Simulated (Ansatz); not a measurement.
# AlN (P6_3mc) in Ansatz: a series of runs

One crystal, AlN, is run at these levels: PBE, revPBE; tasks: single point, relaxation of cell and atoms.

Program: Ansatz 0.2.0. These are calculated values, not measurements. Logs are shortened: lines on timing, memory, paths and dates and some standing lists are left out, and cuts for length are marked.

**The experiment to reproduce.**

From “Structural and optical properties of self-assembled AlN nanowires grown on SiO2/Si substrates by molecular beam epitaxy”, 2024, arxiv:2402.00216, for a bulk crystal of AlN at 0 K: band gap 6.0343 eV (an exciton energy, a little under the gap).

The runs below are set against these values where they give the same quantity.

### Step 1. Starting point

It takes space group P6_3mc (No. 186, hexagonal). Conventional cell: a = 3.113 Å, b = 3.113 Å, c = 4.981 Å, α = 90.00°, β = 90.00°, γ = 120.00°. Around Al (site symmetry 3m) lie 4 N at 1.89 Å. N (site symmetry 3m) is surrounded by 4 Al at 1.89 Å.

### Step 2. Single point, PBE

File input.yaml:

```yaml
crystal:
  lattice:
    - [3.113, 0.0, 0.0]
    - [-1.5565, 2.695937082, 0.0]
    - [0.0, 0.0, 4.981]
  atoms:
    - { symbol: Al, position: [0.6666666667, 0.3333333333, 0.5] }
    - { symbol: Al, position: [0.3333333333, 0.6666666667, 0.0] }
    - { symbol: "N", position: [0.6666666667, 0.3333333333, 0.88] }
    - { symbol: "N", position: [0.3333333333, 0.6666666667, 0.38] }
hamiltonian:
  xc: pbe
  pseudopotentials: { kind: paw }
kpoints:
  mp_grid: { grid: [10, 10, 6] }
scf:
  occupations: { method: gaussian, width: 0.03 }
output:
  forces: true
  stress: true
  eigenvalues: true
```

Potentials or basis: Ansatz PAW.

The run is started by

```sh
$ ansatz run input.yaml --threads 2 --pin off --max-ram 5632MiB --backend cpu --events-out ev --progress --plain --runs-dir out
```

The log of the run:

```text
Warning: RAYON_NUM_THREADS=2 ignored (pool sized by the plan → 2); use --threads N
Engine: ansatz 0.2.0, x86_64-unknown-linux-gnu
Pseudopotentials: kind: paw
Pseudopotential: Al, paw, valence charge 3, recommended cutoff 420 eV (normal), Al.paw.azcp
Pseudopotential: N, paw, valence charge 5, recommended cutoff 420 eV (normal), N.paw.azcp
Functional definition: PBE
  parameter kappa = 0.804
  parameter beta = 0.06672455060314922
  exchange = pbe_x(kappa = kappa, mu = beta*pi^2/3)
  correlation = pbe_c(beta = beta)
Crystal: 4 atoms, lattice volume = 41.803 Å³
Basis set: ecut = 420 eV, 809 PW (Γ), exchange–correlation on 48×48×72 points (8 copies of the dense FFT grid, shifted against one another)
Bands: 12, of which v1, the nominal top of the filled ones, is band 8 counted from 1 (7 counted from 0)
Symmetry: 12 space group operations
Space group: P63mc (ITA 186), of the structure as read, at distance tolerance 3.5e-5 Å
k-points: 56 of 600 (time reversal used)
Non-local potential: Al, projectors of the file, l = 0: 2, l = 1: 2, l = 2: 1
Non-local potential: N, projectors of the file, l = 0: 2, l = 1: 2, l = 2: 1
PAW form: soft (Blöchl's): semilocal exchange-correlation on the pseudo side does not see the compensation charge
PAW one-centre angular grid: Al, 110 points (default); XC on 64 Gauss nodes
PAW one-centre angular grid: N, 110 points (default); XC on 64 Gauss nodes
Initial density: superposition of atomic densities (neutral atoms: chi_scale 0, normalization atom), corrected by the library's trained network
Initial wavefunctions: pseudopotential atomic-orbital guess
Functional: x = pbe(κ = 0.804, μ = 0.2195149727645171), c = pbe(β = 0.06672455060314922)
SCF iter   1: F=—  HF=-1848.497642 eV  |F-HF|=—  |Δ(HF+E_count)|=         —  Δρ=8.37e-4  dr2=1.47e-4  ethr=1.77e-3  ⟨swp⟩=6.0  Hψ=4490  notcnv=0
preconditioner: auto → none  [insulator: Δε(μ)=4.209 eV  Ē_g=13.125 eV  σ=0.030 eV  W_gap=1.00  n_scr=2 (ndim 8)  ℏωp=23.0 eV  f_vac=0.000  D(μ)=0.00/eV (n_scr^D=0)  ε∞_Penn≈4.1]
SCF iter   2: F=—  HF=-1848.497930 eV  |F-HF|=—  |Δ(HF+E_count)|=   2.88e-4  Δρ=3.97e-4  dr2=1.98e-5  ethr=9.16e-7  ⟨swp⟩=2.4  Hψ=1537  notcnv=0
SCF iter   3: F=—  HF=-1848.497787 eV  |F-HF|=—  |Δ(HF+E_count)|=   1.43e-4  Δρ=7.76e-5  dr2=1.00e-6  ethr=1.24e-7  ⟨swp⟩=2.4  Hψ=1104  notcnv=0
iter 4 did not close the SCF: its close was put off for the readings that it lacked (scf_convergence_deferred on its scf_iter line)
SCF iter   4: F=-1848.497790 eV  HF=-1848.497790 eV  |F-HF|=1.20e-8  |Δ(HF+E_count)|=   3.01e-6  Δρ=8.56e-6  dr2=1.32e-8  ethr=6.28e-9  ⟨swp⟩=2.0  Hψ=1111  notcnv=0
iter 5 did not close the SCF: its close was put off for the readings that it lacked (scf_convergence_deferred on its scf_iter line)
SCF iter   5: F=-1848.497790 eV  HF=-1848.497790 eV  |F-HF|=3.46e-10  |Δ(HF+E_count)|=   1.41e-8  Δρ=1.82e-6  dr2=5.87e-10  ethr=8.26e-11  ⟨swp⟩=2.4  Hψ=1095  notcnv=0
SCF iter   6: F=-1848.497790 eV  HF=-1848.497790 eV  |F-HF|=7.50e-12  |Δ(HF+E_count)|=  1.58e-10  Δρ=2.48e-7  dr2=9.44e-12  ethr=3.67e-12  ⟨swp⟩=1.1  Hψ=1981  notcnv=0
SCF 1 converged in 6 iterations: F = -1848.497790 eV  dr2 = 9.44e-12
SCF converged after 6 iterations
Free energy (F): -1848.497790 eV
Harris-Foulkes:  -1848.497790 eV  (|F-HF|=7.50e-12)
Internal energy: -1848.497790 eV  (E = F + TS)
E sigma→0 (E₀):  -1848.497790 eV
Fermi energy:    9.225935 eV
--- Per-component energies (eV) ---
  E_band       = 30.374957
  E_kinetic    = 318.953834
  E_local      = -448.269812  (includes V_loc(G=0)·N_el)
  E_nonlocal   = 110.843854
  E_hartree    = 155.685265
  E_xc         = -203.726106
  E_vxc        = -215.995485  (∫ρ·V_xc dr)
  E_paw        = -1190.321749  (= ΣΔE_a)
  E_vpaw       = -46.528143  (= ΣTr[D̂ρ^β])
  E_aug_tail   = 0.000194  (compensation charges beyond the density's cutoff)
  E_ewald      = -591.663270
  E_smearing   = -0.000000  (= −TS)
  E_closure    = -0.000000  (closes the sum)
  Σ components = -1848.497790   (vs F -1848.497790, Δ=0.00e0)
--- Forces (eV/Å), atoms counted from 1 ---
  atom   1  Al    -0.00000000     0.00000000    -0.12926154
  atom   2  Al     0.00000000    -0.00000000    -0.12926154
  atom   3  N     -0.00000000    -0.00000000     0.12924021
  atom   4  N     -0.00000000     0.00000000     0.12924021
  max |Σ_I F_I| component: 4.27e-5 eV/Å
--- Stress (GPa, compression-positive) ---
        3.194244       0.000000      -0.000000
        0.000000       3.194244       0.000000
       -0.000000       0.000000       4.776994
  P = ⅓ Tr σ = 3.7218 GPa (37.218 kbar)
--- Band table (eV; the first three rows and the last of 56) ---
  k-point 0: bands = ["-8.0267", "-5.8835", "1.1562", "6.2905", "6.2905", "6.9399", "6.9399", "7.1196", "11.3323", "13.7884", "17.7301", "18.2932"]
  k-point 1: bands = ["-7.9204", "-6.0902", "1.5255", "6.3320", "6.3320", "6.5210", "6.8938", "6.8938", "11.8238", "13.8548", "17.5576", "18.2601"]
  k-point 2: bands = ["-7.6125", "-6.5824", "2.4942", "5.2378", "6.4457", "6.4457", "6.7702", "6.7702", "12.7746", "13.9124", "17.2871", "18.3045"]
  k-point 55: bands = ["-5.5270", "-5.5270", "2.2300", "2.2300", "3.5113", "3.5113", "6.3141", "6.3141", "14.2166", "14.2166", "15.3909", "15.3909"]
```

It took 6.5 s on 2 threads of Intel Xeon at 2.50GHz (Skylake/Cascade Lake), shared host; peak memory 0.34 GiB.

What came out:

```
Free energy            : -1848.4978 eV
Pressure               : 3.7 GPa
Largest force          : 0.129 eV/Å
Band gap on the k mesh : 4.21 eV, direct
```

Forces in eV/Å, atoms in the order of the input:
```
Al   0.000  0.000 -0.129
Al   0.000  0.000 -0.129
N    0.000  0.000  0.129
N    0.000  0.000  0.129
```

Levels at points of the mesh, in eV from the valence-band top:
```tsv
k point	band 4	band 5	band 6	band 7	band 8	band 9	band 10	band 11	band 12
(0.00, 0.00, 0.00)	-0.83	-0.83	-0.18	-0.18	0.00	4.21	6.67	10.61	11.17
(0.00, 0.00, -0.50)	-3.31	-0.51	-0.51	-0.51	-0.51	6.47	6.47	10.35	10.35
(0.00, -0.50, 0.00)	-4.12	-3.32	-2.05	-1.76	-0.66	5.82	5.84	8.20	10.29
(0.00, -0.50, -0.50)	-5.56	-1.43	-1.43	-1.35	-1.35	5.33	5.33	9.30	9.30
```

Caveat: the pressure holds a Pulay correction of +0.5 GPa for the finite cutoff.

### Step 3. Relaxation of cell and atoms, revPBE

input.yaml, as its differences from that of step 2:

```diff
@@ -11,3 +11,3 @@
 hamiltonian:
-  xc: pbe
+  xc: revpbe
   pseudopotentials: { kind: paw }
@@ -16,3 +16,3 @@
 scf:
-  occupations: { method: gaussian, width: 0.03 }
+  occupations: { method: fermi_dirac, width: 0.05 }
 output:
@@ -20,2 +20,5 @@
   stress: true
-  eigenvalues: true
+relax:
+  f_tol: 0.01
+  max_steps: 40
+  cell: { stress_tol: 0.05 }
```

Potentials or basis: Ansatz PAW.

The run is started by

```sh
$ ansatz run input.yaml --threads 2 --pin off --max-ram 5632MiB --backend cpu --events-out ev --progress --plain --runs-dir out
```

It took 43 s on 2 threads of Intel Xeon at 2.50GHz (Skylake/Cascade Lake), shared host; peak memory 0.37 GiB.

Results (log left out):

- Free energy: -1854.8154 eV
- Relaxed volume: 10.79 Å³/atom
- Relaxed cell: a = 3.145 Å, b = 3.145 Å, c = 5.042 Å, α = 90.00°, β = 90.00°, γ = 120.00°
- Space group after relaxing (to 0.05 Å): P6_3mc (No. 186)
- Energy gained by relaxing: 7.1 meV/atom
- Ionic steps: 8
- Pressure after relaxing: 0.0 GPa
- Band gap on the k mesh: 3.94 eV

Step by step:
```
step  energy change (eV)  largest force (eV/Å)  volume (Å³)
   1              0.0000                0.1361        41.80
   2             -0.0188                0.0934        42.48
   3             -0.0239                0.0330        43.12
   4             -0.0240                0.0012        43.13
   5             -0.0240                0.0007        43.14
   6             -0.0284                0.0008        43.14
   7             -0.0284                0.0000        43.18
   8             -0.0284                0.0000        43.18
```

Final structure:
```cif
data_structure
_symmetry_space_group_name_H-M 'P 1'
_symmetry_Int_Tables_number 1
_cell_length_a 3.1447
_cell_length_b 3.1447
_cell_length_c 5.0419
_cell_angle_alpha 90.000
_cell_angle_beta 90.000
_cell_angle_gamma 120.000
_cell_volume 43.18
loop_
_atom_site_label
_atom_site_type_symbol
_atom_site_fract_x
_atom_site_fract_y
_atom_site_fract_z
_atom_site_occupancy
Al1 Al 0.66667 0.33333 0.49924 1
Al2 Al 0.33333 0.66667 0.99924 1
N1 N 0.66667 0.33333 0.88076 1
N2 N 0.33333 0.66667 0.38076 1
```

Caveat: the plane-wave basis is chosen anew once the cell has moved, so the energies of steps on either side of that aren't comparable; the pressure holds a Pulay correction of +0.4 GPa for the finite cutoff; the PAW data sets come from PBE, with cores solved anew for the run's functional, which leaves a small shift of forces and pressure. A k mesh can miss the band edges.

### Step 4. How close it comes

Step 2. A measured gap of AlN is 6.0343 eV (an exciton energy, a little under the gap; 0 K; quoted in “Structural and optical properties of self-assembled AlN nanowires grown on SiO2/Si substrates by molecular beam epitaxy”, 2024, arxiv:2402.00216); the calculated 4.21 eV misses it by -1.82 eV. 2 values of this kind are on record (6.034 to 6.0343 eV); this one was drawn at random. The value is that of PBE on a finite k mesh, which can miss the band edges, without temperature or zero-point motion. Semilocal functionals fall short of measured gaps as a rule.
